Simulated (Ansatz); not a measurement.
Here is an Ansatz 0.2.0 calculation.

File input.yaml:

```yaml
crystal:
  lattice:
    - [0.0, 3.15085, 3.15085]
    - [3.15085, 0.0, 3.15085]
    - [3.15085, 3.15085, 0.0]
  atoms:
    - { symbol: Te, position: [0.510412, 0.494138, 0.5059] }
    - { symbol: Sn, position: [0.003592, -0.009835, -0.003528] }
hamiltonian:
  xc: pbesol
  pseudopotentials: { kind: paw }
kpoints:
  mp_grid: { grid: [7, 7, 7] }
scf:
  occupations: { method: fermi_dirac, width: 0.05 }
output:
  forces: true
  stress: true
  eigenvalues: true
```

Potentials or basis: Ansatz PAW.

Run with:

```console
$ ansatz run input.yaml --threads 2 --pin off --max-ram 5632MiB --backend cpu --events-out ev --progress --plain --runs-dir out
```

Q: Estimate the largest force.

A: 0.010 eV/Å.

Q: What does it give for the pressure?

A: -0.3 GPa.

Forces on the atoms (eV/Å):
```
Te  -0.006 -0.007 -0.005
Sn   0.006  0.007  0.005
```

Caveat: odd divisions of the mesh miss points on the zone boundary, where band edges often lie, so the gap on the mesh can be too wide; spin-orbit coupling is left out, which moves the levels of the heavy elements; the PAW data sets come from PBE, with cores solved anew for the run's functional, which leaves a small shift of forces and pressure.
